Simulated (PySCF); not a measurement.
Species: C5H5N.
Numbering: `[cH:1]1[cH:2][cH:3][n:4][cH:5][cH:6]1` (hydrogens: H7 on C1; H8 on C2; H9 on C3; H10 on C5; H11 on C6)

Computed by this run: PySCF, PBE0-D3(BJ)/def2-SVP geometry optimisation, gas phase; density fitting, grid level 1; the optimiser is geomeTRIC in internal coordinates, started from a GFN2-xTB structure.

Step 0: E = -6743.4737 eV
```
atom  x, y, z in Å  |  force x, y, z in eV/Å
C1      0.0722    1.1856   -0.0233   -0.008  -0.057   0.002
C2      1.2195    0.4086    0.0031   -0.067   0.019  -0.002
C3      1.0771   -0.9707    0.0253   -0.004   0.007   0.002
N4     -0.0950   -1.5813    0.0242   -0.035  -0.509   0.011
C5     -1.1852   -0.8345    0.0007    0.001   0.011  -0.001
C6     -1.1604    0.5520   -0.0243    0.065   0.013   0.000
H7      0.1373    2.2644   -0.0424    0.028   0.448  -0.007
H8      2.1999    0.8597    0.0067    0.444   0.193  -0.002
H9      1.9415   -1.6217    0.0453    0.494  -0.215   0.009
H10    -2.1220   -1.3770    0.0023   -0.508  -0.151  -0.004
H11    -2.0795    1.1176   -0.0435   -0.410   0.240  -0.009
```

**Question.** Estimate the geometry and energy of step 1. (The exact step hangs on the optimiser's Hessian estimate; all steps are aligned on step 0, rigid shifts and turns removed.)

**Answer.** E = -6743.5031 eV, largest force 0.075 eV/Å
```
atom  x, y, z in Å  |  force x, y, z in eV/Å
C1      0.0724    1.1901   -0.0229    0.005   0.072  -0.002
C2      1.2235    0.4080    0.0026    0.069   0.029   0.001
C3      1.0817   -0.9793    0.0262    0.052  -0.034   0.000
N4     -0.0961   -1.5975    0.0254   -0.001  -0.023   0.001
C5     -1.1909   -0.8423    0.0005   -0.056  -0.027   0.001
C6     -1.1646    0.5520   -0.0241   -0.065   0.035  -0.001
H7      0.1384    2.2820   -0.0415   -0.002  -0.036   0.000
H8      2.2181    0.8620    0.0046   -0.035  -0.018   0.000
H9      1.9717   -1.6213    0.0466   -0.037   0.013   0.000
H10    -2.1516   -1.3730    0.0003    0.038   0.010   0.000
H11    -2.0973    1.1220   -0.0435    0.032  -0.021   0.000
```

The energy changes by -0.0294 eV. The first-order estimate −F·Δx gives -0.0614 eV and the mean of the old and new forces, exact on a quadratic surface, -0.0298 eV. The step makes an angle of 30° with the force vector and moves no atom by more than 0.030 Å.

The cost below is that of the whole optimisation. On an Intel Xeon 6975P-C with one thread, shared host, this took 6.8 s of wall time and 0.49 GiB of memory at its peak.
